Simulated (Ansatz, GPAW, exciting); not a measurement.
**P: 3 runs at one level of theory**

```
CELL_PARAMETERS angstrom
1.72573 0.99635 3.12968
-1.72573 0.99635 3.12968
0.00000 -1.99270 3.12968
ATOMIC_POSITIONS crystal
P 0.77292 0.77292 0.77292
P 0.22708 0.22708 0.22708
```

This isn't the form of P at room conditions, which is orthorhombic.

Alike in all runs: task single point; functional PBEsol; k mesh 9 × 9 × 9; occupations gaussian, width 0.1 eV; no spin polarisation; no spin-orbit coupling. Pressure is positive in compression and, in plane waves, holds the error of the finite cutoff.

| program and potentials | plane-wave cutoff (eV) | notes | pressure (GPa) | largest force (eV/Å) |
| --- | --- | --- | --- | --- |
| GPAW, PAW data sets generated for this functional | 600 | - | -1.46 | 0.292 |
| Ansatz, all-electron LAPW, scalar-relativistic | - | - | -1.77 | 0.258 |
| exciting, all-electron LAPW+lo, shipped species files, valence relativity iora* | - | - | - | 0.281 |

Force on atom 1 (P), eV/Å:

```tsv
program and potentials	x	y	z
GPAW, PAW data sets generated for this functional	0.000	0.000	-0.292
Ansatz, all-electron LAPW, scalar-relativistic	0.000	0.000	-0.258
exciting, all-electron LAPW+lo, shipped species files, valence relativity iora*	0.000	0.000	-0.281
```

The pressure spans -1.77 (Ansatz, all-electron LAPW, scalar-relativistic) to -1.46 GPa (GPAW, PAW data sets generated for this functional), with all-electron results at -1.77.

The functional is the same throughout but for its coding, so the spread measures potentials, basis and numerics; runs on potential files found faulty are left out.
